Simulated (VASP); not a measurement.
A run of VASP 6.6.1:

Contents of INCAR:

```
PREC     = Accurate       # precision mode
ENCUT    = 600            # plane-wave cutoff, eV
EDIFF    = 1E-7           # SCF threshold, eV
ISMEAR   = 0              # smearing method
SIGMA    = 0.03           # smearing width, eV
LREAL    = F              # projectors in reciprocal space
LASPH    = T              # aspherical terms in the spheres
NELM     = 80             # most SCF steps
ALGO     = Normal         # electronic algorithm
ISIF     = 3              # what is computed and relaxed
LWAVE    = F              # write WAVECAR
LCHARG   = F              # write CHGCAR
METAGGA  = R2SCAN         # meta-GGA
LMIXTAU  = T            
IBRION   = 2              # ionic algorithm
NSW      = 90             # ionic steps
EDIFFG   = -0.005         # ionic threshold
KPAR     = 4
```

Contents of KPOINTS:

```
regular mesh
0
Gamma
  6 6 6
```

POSCAR

```
ZrSiO4                                  
1.0
   -3.3106096176      3.3106096176      2.9959483523
    3.3106096176     -3.3106096176      2.9959483523
    3.3106096176      3.3106096176     -2.9959483523
  Zr              Si              O             
     2     2     8
Direct
     0.7500000000000000    0.2500000000000000    0.5000000000000000
     0.0000000000000000    0.0000000000000000    0.0000000000000000
     0.2500000000000000    0.7500000000000000    0.5000000000000000
     0.5000000000000000    0.5000000000000000    0.0000000000000000
     0.1367050666487839    0.3208516899760364    0.8158533766727475
     0.0708516899760364    0.7549983133032818    0.6841466233272525
     0.5049983133032818    0.3208516899760364    0.1841466233272525
     0.0708516899760364    0.3867050666487840    0.3158533766727475
     0.6132949333512160    0.9291483100239636    0.6841466233272525
     0.6791483100239636    0.8632949333512160    0.1841466233272525
     0.2450016866967182    0.9291483100239636    0.3158533766727475
     0.6791483100239636    0.4950016866967182    0.8158533766727475
```

Potentials or basis: VASP PAW PBE potentials, release 64 (Zr_sv, Si, O).

Launch:

```console
$ cat potpaw_PBE.64/Zr_sv/POTCAR potpaw_PBE.64/Si/POTCAR potpaw_PBE.64/O/POTCAR > POTCAR
$ mpirun -np 4 vasp_std > vasp.out
```

Hardware: 4 MPI ranks on Intel(R) Xeon(R) Platinum 8488C (Sapphire Rapids), with other jobs on the host.

**Question.** Estimate the wall time of this run.

**Answer.** Wall time 8 min on 4 MPI ranks on Intel(R) Xeon(R) Platinum 8488C (Sapphire Rapids) (shared host), peak memory 0.5 GiB a rank. Counts: scf iterations 42, k points 30, ion steps 3.
